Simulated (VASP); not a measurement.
SiC (Moissanite 3C):

```xyz
2
Lattice="0.0000 2.1790 2.1790 2.1790 0.0000 2.1790 2.1790 2.1790 0.0000" Properties=species:S:1:pos:R:3 pbc="T T T"
Si    0.0000    0.0000    0.0000
C     1.0895    1.0895    1.0895
```

Base run:

```yaml
Program: VASP 6.6.1
Functional: HSE06
Potentials_or_basis: VASP PAW PBE potentials, release 64 (Si, C)
Cutoff: 520 eV
k_mesh: 6 × 6 × 6
Occupations: gaussian, width 0.03 eV
Spin: no spin polarisation
```

Its results: band gap on the k mesh 2.25 eV, indirect (least direct gap 5.75 eV); pressure -1.8 GPa.

**Question.** After a change of settings the same cell gave: band gap on the k mesh 2.26 eV, indirect (least direct gap 5.64 eV); pressure 0.2 GPa. Which change was it?
A. functional from HSE06 to PBE-EpsX
B. k mesh from 6 × 6 × 6 to 10 × 10 × 10; further incar settings from ALGO = Normal; EDIFF = 1e-07 to ALGO = Normal; EDIFF = 1e-06
C. functional from HSE06 to PBE; further incar settings from ALGO = Normal; EDIFF = 1e-07 to ALGO = Fast; EDIFF = 1e-07
D. functional from HSE06 to PBE0

**Answer.** A.

Caveats: the PAW data sets were made with another functional, which shifts forces and pressure a little.

Not every run made on this cell is shown here.
